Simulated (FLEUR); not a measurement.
# In (Im-3m) in FLEUR: convergence with Kmax

Aim: find how far Kmax must go before the results for In settle, at PBEsol. This setting moves, with any that are tied to it; all else stays.

All numbers are computed with FLEUR MaX-R8.1 (later development tree); they aren't measurements. Logs are shortened: lines on timing, memory, paths and dates and some standing lists are left out, and cuts for length are marked.

### 1 The structure

It takes space group Im-3m (No. 229, cubic). The conventional cell has a = 3.765 Å, b = 3.765 Å, c = 3.765 Å, α = 90.00°, β = 90.00°, γ = 90.00°. Around In (site symmetry m-3m) lie 8 In at 3.26 Å.

This isn't the form of In at room conditions, which is tetragonal.

### 2 With Kmax 2.6

File inp.xml:

```xml
<?xml version="1.0" encoding="UTF-8" standalone="no"?>
<fleurInput fleurInputVersion="0.39">
   <comment>
      In                                                                                                  
   </comment>
   <calculationSetup>
      <cutoffs Kmax="2.6" Gmax="16.5" GmaxXC="16.5" numbands="0"/>
      <scfLoop itmax="60" minDistance="0.00001" maxIterBroyd="15" imix="Anderson" alpha="0.05" precondParam="0.0" spinf="2.0" sdNocoIR="T"/>
      <coreElectrons ctail="T" frcor="F" kcrel="0" coretail_lmax="0"/>
      <xcFunctional name="PBEs" relativisticCorrections="F"/>
      <magnetism jspins="1"/>
      <soc l_soc="F" theta="0.0" phi="0.0" spav="F"/>
      <expertModes spex="0" secvar="F"/>
      <geometryOptimization l_f="T" forcealpha="1.0" forcemix="BFGS" epsdisp="0.0005" epsforce="0.0002"/>
      <ldaU l_linMix="F" mixParam="0.05" spinf="1.0"/>
   </calculationSetup>
   <cell>
      <bzIntegration valenceElectrons="21.0" mode="hist" fermiSmearingEnergy="0.00183747">
         <kPointListSelection listName="default-1"/>
         <!-- k-points included here -->
         <xi:include xmlns:xi="http://www.w3.org/2001/XInclude" href="kpts.xml"> </xi:include>
      </bzIntegration>
      <!-- symmetry operations included here -->
      <xi:include xmlns:xi="http://www.w3.org/2001/XInclude" href="sym.xml"> </xi:include>
      <bulkLattice scale="1.0">
         <bravaisMatrix>
            <row-1>   -3.5574571262468848     3.5574571262468848     3.5574571262468848</row-1>
            <row-2>    3.5574571262468848    -3.5574571262468848     3.5574571262468848</row-2>
            <row-3>    3.5574571262468848     3.5574571262468848    -3.5574571262468848</row-3>
         </bravaisMatrix>
      </bulkLattice>
   </cell>
   <atomSpecies>
      <species name="Indium (In)" element="In" atomicNumber="49">
         <mtSphere radius="2.66" gridPoints="879" logIncrement="0.015"/>
         <atomicCutoffs lmax="10" lnonsphr="10"/>
         <electronConfig flipSpins="F">
            <coreConfig>(1s1/2) (2s1/2) (2p1/2) (2p3/2) (3s1/2) (3p1/2) (3p3/2) (3d3/2) (3d5/2)</coreConfig>
            <valenceConfig>(4s1/2) (4p1/2) (4p3/2) (5s1/2) (4d3/2) (4d5/2) (5p1/2) (5p3/2)</valenceConfig>
            <stateOccupation state="(5p1/2)" spinUp="0.166667" spinDown="0.166667"/>
            <stateOccupation state="(5p3/2)" spinUp="0.333333" spinDown="0.333333"/>
         </electronConfig>
         <energyParameters s="5" p="5" d="4" f="4"/>
         <lo type="SCLO" l="0" n="4" eDeriv="0"/>
         <lo type="SCLO" l="1" n="4" eDeriv="0"/>
         <lo type="SCLO" l="1" n="4" eDeriv="1"/>
         <lo type="SCLO" l="2" n="4" eDeriv="2"/>
         <lo type="SCLO" l="3" n="4" eDeriv="2"/>
      </species>
   </atomSpecies>
   <atomGroups>
      <atomGroup species="Indium (In)">
         <relPos label="                   1">.0000000000 .0000000000 .0000000000</relPos>
         <force calculate="T" relaxXYZ="TTT"/>
      </atomGroup>
   </atomGroups>
   <output dos="F" band="F" slice="F">
      <checks vchk="F" cdinf="F"/>
      <bandDOS minEnergy="-.5*Htr" maxEnergy="0.5*Htr" sigma="0.015" storeEVData="T"/>
      <vacuumDOS vacdos="F" integ="F" star="F" nstars="0" locx1="0.0" locy1="0.0" locx2="0.0" locy2="0.0" nstm="0" tworkf="0.0"/>
      <unfoldingBand unfoldBand="F" supercellX="1" supercellY="1" supercellZ="1"/>
      <plotting iplot="0" polar="F">
         <plot TwoD="T" vec1="  1.0  0.0  0.0" vec2="  0.0  1.0  0.0" vec3="  0.0  0.0  1.0" zero="  0.0  0.0  0.0" file="plot"/>
      </plotting>
      <chargeDensitySlicing numkpt="0" minEigenval="0.0" maxEigenval="0.0" nnne="0" pallst="F"/>
      <specialOutput eonly="F"/>
      <moessbauerParams electricFieldGradient="T" isomerShift="T" coreHyperfine="T" valenceHyperfine="T"/>
      <magneticCircularDichroism mcd="F" energyLo="-10.0" energyUp="0.0"/>
   </output>
  <!-- We include the file relax.xml here to enable relaxations (see documentation) -->
  <xi:include xmlns:xi="http://www.w3.org/2001/XInclude" href="relax.xml"> <xi:fallback/> </xi:include>
</fleurInput>
```

File crystal.txt:

```
In
&input cartesian=F /
-1.8825252400  1.8825252400  1.8825252400
1.8825252400  -1.8825252400  1.8825252400
1.8825252400  1.8825252400  -1.8825252400
1.8897261246
1.0 1.0 1.0

1
49 0.0000000000  0.0000000000  0.0000000000

&kpt div1=8 div2=8 div3=8 gamma=T /
```

Potentials or basis: all-electron, FLAPW.

On the command line:

```console
$ inpgen -f crystal.txt -profile fastHighL
$ # inp.xml edited to the form shown
$ fleur_MPI
```

It took 11 s on 1 thread of Arm Neoverse V2, shared host; peak memory 0.07 GiB.

Results:

| Quantity | Value |
| --- | --- |
| Free energy | -160018.6045 eV |
| Band gap on the k mesh | none (metal or under the smearing width) |
| Valence electrons inside the program's atomic spheres | In 19.39 (radii In 2.66 bohr) |

### 3 With Kmax 3

Changes to inp.xml since step 2:

```diff
@@ -6,3 +6,3 @@
    <calculationSetup>
-      <cutoffs Kmax="2.6" Gmax="16.5" GmaxXC="16.5" numbands="0"/>
+      <cutoffs Kmax="3.0" Gmax="16.5" GmaxXC="16.5" numbands="0"/>
       <scfLoop itmax="60" minDistance="0.00001" maxIterBroyd="15" imix="Anderson" alpha="0.05" precondParam="0.0" spinf="2.0" sdNocoIR="T"/>
```

crystal.txt is that of step 2.

Potentials or basis: all-electron, FLAPW.

On the command line:

```console
$ inpgen -f crystal.txt -profile fastHighL
$ # inp.xml edited to the form shown
$ fleur_MPI
```

It took 11 s on 1 thread of Arm Neoverse V2, shared host; peak memory 0.07 GiB.

What came out:

```
Free energy                                           : -160019.0727 eV
Band gap on the k mesh                                : none (metal or under the smearing width)
Valence electrons inside the program's atomic spheres : In 19.41 (radii In 2.66 bohr)
```

### 4 With Kmax 3.4

Changes to inp.xml since step 3:

```diff
@@ -6,3 +6,3 @@
    <calculationSetup>
-      <cutoffs Kmax="3.0" Gmax="16.5" GmaxXC="16.5" numbands="0"/>
+      <cutoffs Kmax="3.4" Gmax="16.5" GmaxXC="16.5" numbands="0"/>
       <scfLoop itmax="60" minDistance="0.00001" maxIterBroyd="15" imix="Anderson" alpha="0.05" precondParam="0.0" spinf="2.0" sdNocoIR="T"/>
```

crystal.txt is that of step 3.

On the command line:

```console
$ inpgen -f crystal.txt -profile fastHighL
$ # inp.xml edited to the form shown
$ fleur_MPI
```

Run time: 13 s. Hardware: 1 thread of Arm Neoverse V2, shared host; peak memory 0.07 GiB.

What came out:

| Quantity | Value |
| --- | --- |
| Free energy | -160019.1805 eV |
| Band gap on the k mesh | none (metal or under the smearing width) |
| Valence electrons inside the program's atomic spheres | In 19.42 (radii In 2.66 bohr) |

### 5 With Kmax 3.8

Changes to inp.xml since step 4:

```diff
@@ -6,3 +6,3 @@
    <calculationSetup>
-      <cutoffs Kmax="3.4" Gmax="16.5" GmaxXC="16.5" numbands="0"/>
+      <cutoffs Kmax="3.8" Gmax="16.5" GmaxXC="16.5" numbands="0"/>
       <scfLoop itmax="60" minDistance="0.00001" maxIterBroyd="15" imix="Anderson" alpha="0.05" precondParam="0.0" spinf="2.0" sdNocoIR="T"/>
```

crystal.txt is that of step 4.

On the command line:

```console
$ inpgen -f crystal.txt -profile fastHighL
$ # inp.xml edited to the form shown
$ fleur_MPI
```

Run time: 15 s. Hardware: 1 thread of Arm Neoverse V2, shared host; peak memory 0.07 GiB.

Results:

* Free energy: -160019.2033 eV
* Band gap on the k mesh: none (metal or under the smearing width)
* Valence electrons inside the program's atomic spheres: In 19.42 (radii In 2.66 bohr)

### 6 With Kmax 4.2

Changes to inp.xml since step 5:

```diff
@@ -6,3 +6,3 @@
    <calculationSetup>
-      <cutoffs Kmax="3.8" Gmax="16.5" GmaxXC="16.5" numbands="0"/>
+      <cutoffs Kmax="4.2" Gmax="16.5" GmaxXC="16.5" numbands="0"/>
       <scfLoop itmax="60" minDistance="0.00001" maxIterBroyd="15" imix="Anderson" alpha="0.05" precondParam="0.0" spinf="2.0" sdNocoIR="T"/>
```

crystal.txt is that of step 5.

Potentials or basis: all-electron, FLAPW.

On the command line:

```console
$ inpgen -f crystal.txt -profile fastHighL
$ # inp.xml edited to the form shown
$ fleur_MPI
```

It took 17 s on 1 thread of Arm Neoverse V2, shared host; peak memory 0.07 GiB.

What came out:

```yaml
Free_energy: -160019.2076 eV
Band_gap_on_the_k_mesh: none (metal or under the smearing width)
Valence_electrons_inside_the_program's_atomic_spheres: In 19.42 (radii In 2.66 bohr)
```

### 7 With Kmax 4.6

Changes to inp.xml since step 6:

```diff
@@ -6,3 +6,3 @@
    <calculationSetup>
-      <cutoffs Kmax="4.2" Gmax="16.5" GmaxXC="16.5" numbands="0"/>
+      <cutoffs Kmax="4.6" Gmax="16.5" GmaxXC="16.5" numbands="0"/>
       <scfLoop itmax="60" minDistance="0.00001" maxIterBroyd="15" imix="Anderson" alpha="0.05" precondParam="0.0" spinf="2.0" sdNocoIR="T"/>
```

crystal.txt is that of step 6.

On the command line:

```console
$ inpgen -f crystal.txt -profile fastHighL
$ # inp.xml edited to the form shown
$ fleur_MPI
```

It took 22 s on 1 thread of Arm Neoverse V2, shared host; peak memory 0.07 GiB.

What came out:

```
Free energy                                           : -160019.2083 eV
Band gap on the k mesh                                : none (metal or under the smearing width)
Valence electrons inside the program's atomic spheres : In 19.42 (radii In 2.66 bohr)
```

### 8 With Kmax 5

Changes to inp.xml since step 7:

```diff
@@ -6,3 +6,3 @@
    <calculationSetup>
-      <cutoffs Kmax="4.6" Gmax="16.5" GmaxXC="16.5" numbands="0"/>
+      <cutoffs Kmax="5.0" Gmax="16.5" GmaxXC="16.5" numbands="0"/>
       <scfLoop itmax="60" minDistance="0.00001" maxIterBroyd="15" imix="Anderson" alpha="0.05" precondParam="0.0" spinf="2.0" sdNocoIR="T"/>
```

crystal.txt is that of step 7.

On the command line:

```console
$ inpgen -f crystal.txt -profile fastHighL
$ # inp.xml edited to the form shown
$ fleur_MPI
```

Run time: 27 s. Hardware: 1 thread of Arm Neoverse V2, shared host; peak memory 0.07 GiB.

Results:

```
Free energy                                           : -160019.2085 eV
Band gap on the k mesh                                : none (metal or under the smearing width)
Valence electrons inside the program's atomic spheres : In 19.42 (radii In 2.66 bohr)
```

### 9 With Kmax 5.5

Changes to inp.xml since step 8:

```diff
@@ -6,3 +6,3 @@
    <calculationSetup>
-      <cutoffs Kmax="5.0" Gmax="16.5" GmaxXC="16.5" numbands="0"/>
+      <cutoffs Kmax="5.5" Gmax="16.5" GmaxXC="16.5" numbands="0"/>
       <scfLoop itmax="60" minDistance="0.00001" maxIterBroyd="15" imix="Anderson" alpha="0.05" precondParam="0.0" spinf="2.0" sdNocoIR="T"/>
```

crystal.txt is that of step 8.

Potentials or basis: all-electron, FLAPW.

On the command line:

```console
$ inpgen -f crystal.txt -profile fastHighL
$ # inp.xml edited to the form shown
$ fleur_MPI
```

The program printed:

```text
Welcome to FLEUR        (www.flapw.de)
      MaX-Release 8.1          (www.max-centre.eu)

 ========== k-point set info ==========
 Selected k-point list: default-1
 k-point list type: mesh
 8 x 8 x 8
 Number of k points: 29

 ------------Calculation Setup---------------------------
 Number of MPI-tasks      :            1
 Number of PE/node        :            1
 Number of OMP-threads    :            1
 Most efficient MPI parallelization for:
           1          29
 Additional eigenvalue parallelization possible
 Number of basis functions:          567
 Approximate size of matrices (H+S) per k-point:         0.005 GB
 --------------------------------------------------------
 Iteration:     1   Distance:       4.21649433 me/bohr^3
 Iteration:     2   Distance:       3.90215136 me/bohr^3
 Iteration:     3   Distance:       1.78189290 me/bohr^3
 Iteration:     4   Distance:       0.17388092 me/bohr^3
 Iteration:     5   Distance:       0.17527185 me/bohr^3
 Iteration:     6   Distance:       0.03533702 me/bohr^3
 Iteration:     7   Distance:       0.00861685 me/bohr^3
 Iteration:     8   Distance:       0.00211335 me/bohr^3
 Iteration:     9   Distance:       0.00023355 me/bohr^3
 Iteration:    10   Distance:       0.00015952 me/bohr^3
 Iteration:    11   Distance:       0.00001324 me/bohr^3
 Iteration:    12   Distance:       0.00000465 me/bohr^3

 ********************************************************************
 Run finished successfully
 Stop message:
   Structural relaxation: Done
 ********************************************************************
```

out.xml (last iteration):

```text
<iteration numberForCurrentRun="   13" overallNumber="   13">
         <energyParameters units="Htr">
            <atomicEP atomType="1" spin="1" branch="5s" branchLowest="-3.88" branchHighest="0.94" value="0.1611741759"/>
            <atomicEP atomType="1" spin="1" branch="5p" branchLowest="-2.35" branchHighest="1.54" value="0.3546349214"/>
            <atomicEP atomType="1" spin="1" branch="4d" branchLowest="-15.38" branchHighest="-0.13" value="-0.1628167973"/>
            <atomicEP atomType="1" spin="1" branch="4f" branchLowest="-9.99" branchHighest="2.01" value="0.6921930752"/>
            <loAtomicEP atomType="1" spin="1" branch="4s" branchLowest="-28.43" branchHighest="-3.88" value="-3.8804852137"/>
            <loAtomicEP atomType="1" spin="1" branch="4p" branchLowest="-23.31" branchHighest="-2.35" value="-2.3630289292"/>
            <loAtomicEP atomType="1" spin="1" branch="4p" branchLowest="-23.31" branchHighest="-2.35" value="-2.3630289292"/>
            <loAtomicEP atomType="1" spin="1" branch="4d" branchLowest="-15.38" branchHighest="-0.13" value="-0.1733165736"/>
            <loAtomicEP atomType="1" spin="1" branch="4f" branchLowest="-9.99" branchHighest="2.01" value="0.6921948372"/>
         </energyParameters>
         <eigenvalues>
            <eigenvaluesAt spin="1" ikpt="1" k_x="0.00000000" k_y="0.00000000" k_z="0.00000000">
                      -3.8805006674       -2.3556668255       -2.3556668255       -2.3556668255       -0.1809806797
                      -0.1809806797       -0.1809806797       -0.1711658850       -0.1711658850        0.0086551702
                       0.7546516728        0.7546516728        0.7546516728        0.8297358036        0.8297358036
                       0.8297358036        0.9036263815
            </eigenvaluesAt>
            <eigenvaluesAt spin="1" ikpt="2" k_x="0.00000000" k_y="0.00000000" k_z="0.12500000">
                      -3.8804982035       -2.3557073514       -2.3556834458       -2.3556656316       -0.1815612436
                      -0.1804897262       -0.1787482510       -0.1717553401       -0.1711875531        0.0218009128
                       0.6476389157        0.7045886307        0.7255501762        0.7835015158        0.7944398100
                       0.8271357044        0.9265306707
            </eigenvaluesAt>
            <eigenvaluesAt spin="1" ikpt="3" k_x="0.00000000" k_y="0.00000000" k_z="0.25000000">
                      -3.8804922505       -2.3558052391       -2.3557235714       -2.3556627503       -0.1829567661
                      -0.1802331089       -0.1732217710       -0.1725301597       -0.1712256645        0.0618481704
                       0.4893091989        0.6345586894        0.6723559672        0.7499361959        0.7550281926
                       0.8637955964        0.9488564858
            </eigenvaluesAt>
            <eigenvaluesAt spin="1" ikpt="4" k_x="0.00000000" k_y="0.00000000" k_z="0.37500000">
                      -3.8804862903       -2.3559031993       -2.3557636984       -2.3556598706       -0.1843437798
                      -0.1814776902       -0.1721192966       -0.1712436280       -0.1674872432        0.1292307661
                       0.3467533760        0.5858534824        0.6344816198        0.7305663708        0.7311028245
                       0.9279211579        0.9718263934
            </eigenvaluesAt>
         </eigenvalues>
         <bandgap value="0.0126261176" units="eV"/>
         <sumValenceSingleParticleEnergies value="-23.0040434671" units="Htr"/>
         <FermiEnergy value="0.3594358377" units="Htr"/>
         <valenceDensity>
            <mtCharges spin="1">
               <mtCharge atomType="1" total="19.4173077" s="3.0365879" p="6.5045218" d="9.8663262" f="0.0088805"/>
            </mtCharges>
            <spinDependentCharge spin="1" total="21.0000000" interstitial="1.5826923" mtSpheres="19.4173077"/>
            <totalCharge value="21.0000000000"/>
         </valenceDensity>
         <coreStates atomType="     1" atomicNumber=" 49" spin="1" kinEnergy="   5925.8714582189" eigValSum="  -3510.7669105773" lostElectrons=" 0.000000">
            <state n="1" l="0" j="0.5" energy="-1018.2712512279" weight="1.0000000000"/>
            <state n="2" l="0" j="0.5" energy="-152.0040421006" weight="1.0000000000"/>
            <state n="2" l="1" j="0.5" energy="-141.7390582047" weight="1.0000000000"/>
            <state n="2" l="1" j="1.5" energy="-133.9954935610" weight="2.0000000000"/>
            <state n="3" l="0" j="0.5" energy="-28.4261688988" weight="1.0000000000"/>
            <state n="3" l="1" j="0.5" energy="-24.2835313650" weight="1.0000000000"/>
            <state n="3" l="1" j="1.5" energy="-22.8847964800" weight="2.0000000000"/>
            <state n="3" l="2" j="1.5" energy="-15.5517904506" weight="2.0000000000"/>
            <state n="3" l="2" j="2.5" energy="-15.2650808362" weight="3.0000000000"/>
         </coreStates>
         <allElectronCharges>
            <spinDependentCharge spin="1" total="49.0000000" interstitial="1.5826923" mtSpheres="47.4173077"/>
            <totalCharge value="48.9999999998"/>
         </allElectronCharges>
         <moessbauerParams unitsHFF="kG" unitsIS="e/bohr^3" unitsEFG="Htr/bohr^2">
            <coreIsomerShift atomType="1" isTotal="176714.44209">
               <shell n="1" l="0" isomerShift="154759.21953"/>
               <shell n="2" l="0" isomerShift="17993.21276"/>
               <shell n="2" l="1" isomerShift="413.73602"/>
               <shell n="3" l="0" isomerShift="3462.47730"/>
               <shell n="3" l="1" isomerShift="85.79646"/>
               <shell n="3" l="2" isomerShift="0.00001"/>
            </coreIsomerShift>
            <isomerShift atomType="1" nucleusRadius="0.0001148" averageDensity="177454.60850"/>
            <electricFieldGradient atomType="1" VXX="0.00000" VYY="0.00000" VZZ="0.00000" asymParam="0.00000">
            </electricFieldGradient>
         </moessbauerParams>
         <totalEnergy                                    value="    -5880.5970926563" units="Htr">
            <sumOfEigenvalues                            value="    -3533.7709540444">
               <coreElectrons value="-3510.7669105773"/>
               <valenceElectrons value="-23.0040434671"/>
            </sumOfEigenvalues>
            <densityCoulombPotentialIntegral value="-9504.6827242616"/>
            <densityEffectivePotentialIntegral value="-9711.5054943508"/>
            <chargeDenXCDenIntegral value="-157.3238871672"/>
            <FockExchangeEnergyValence value="0.0000000000"/>
            <FockExchangeEnergyCore value="0.0000000000"/>
            <atomTypeDependentContributions atomType="1">
               <electronNucleiInteractionDifferentMTs value="7125.6933937292"/>
               <MadelungTerm value="-22.9729899355"/>
            </atomTypeDependentContributions>
            <tkbTimesEntropy value="0.0003548978"/>
            <freeEnergy value="-5880.5974475540"/>
            <extrapolationTo0K value="-5880.5972701052"/>
         </totalEnergy>
         <totalForcesOnRepresentativeAtoms units="Htr/bohr">
            <forceTotal atomType="1" x="0.000000" y="0.000000" z="0.000000" F_x="0.00000000" F_y="0.00000000" F_z="0.00000000"/>
         </totalForcesOnRepresentativeAtoms>
      </iteration>
```

Wall time 38 s (1 thread of Arm Neoverse V2, shared host); peak memory 0.07 GiB.

Results:

```yaml
Free_energy: -160019.2085 eV
Band_gap_on_the_k_mesh: none (metal or under the smearing width)
Valence_electrons_inside_the_program's_atomic_spheres: In 19.42 (radii In 2.66 bohr)
```

### 10 Result

```csv
Kmax,"energy less the tightest run, at zero smearing (meV/atom)",SCF cycles,CPU time (s),peak memory (GiB)
2.6,603.94,13,11,0.07
3,135.81,13,11,0.07
3.4,28.02,13,13,0.07
3.8,5.24,13,14,0.07
4.2,0.92,13,17,0.07
4.6,0.16,13,22,0.07
5,0.03,13,27,0.07
5.5,0.00,13,38,0.07
```

Against the tightest run, the energy stays within 1 meV/atom from 4.2 on. The tightest run that finished is the yardstick and may itself not be fully converged.

Caveats: the cutoff is high for the widest sphere, where the basis turns nearly dependent and energies can drift low.
